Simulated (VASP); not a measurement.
Input of a VASP 6.6.1 run:

File INCAR:

```
SYSTEM = HfC
PREC     = Accurate       ! precision mode
ENCUT    = 520            ! plane-wave cutoff, eV
EDIFF    = 1E-7           ! SCF threshold, eV
ISMEAR   = -1             ! smearing method
SIGMA    = 0.05           ! smearing width, eV
LREAL    = .False.        ! projectors in reciprocal space
LASPH    = .True.         ! aspherical terms in the spheres
NELM     = 100            ! most SCF steps
ALGO     = Normal         ! electronic algorithm
ISIF     = 2              ! what is computed and relaxed
LWAVE    = .False.        ! write WAVECAR
LCHARG   = .False.        ! write CHGCAR
GGA      = PE             ! functional
NBANDS   = 22             ! bands
```

KPOINTS

```
Automatic mesh
0
Gamma
  9 9 5
  0 0 0
```

File POSCAR:

```
HfC
1.0
    3.3428660531      0.0000000000      0.0000000000
   -1.6714330265      2.8950069234      0.0000000000
    0.0000000000      0.0000000000      5.2027140000
Hf C
2 2
Direct
    0.3333333333      0.6666666667      0.2500000000
    0.6666666667      0.3333333333      0.7500000000
    0.0000000000      0.0000000000      0.5000000000
    0.0000000000      0.0000000000      0.0000000000
```

Potentials or basis: VASP PAW PBE potentials, release 64 (Hf_pv, C).

Run with:

```sh
$ cat potpaw_PBE.64/Hf_pv/POTCAR potpaw_PBE.64/C/POTCAR > POTCAR
$ mpirun -np 1 vasp_std > vasp.out
```

**Question.** Estimate the pressure.

**Answer.** -1.4 GPa.

**Question.** Predict the band gap on the k mesh.

**Answer.** None (metal or under the smearing width).

Stress tensor (GPa, compression positive):
```
-2.77  0.00  0.00
 0.00 -2.77  0.00
 0.00  0.00  1.34
```

The run has no spin-orbit coupling, so splittings on Hf are missing.
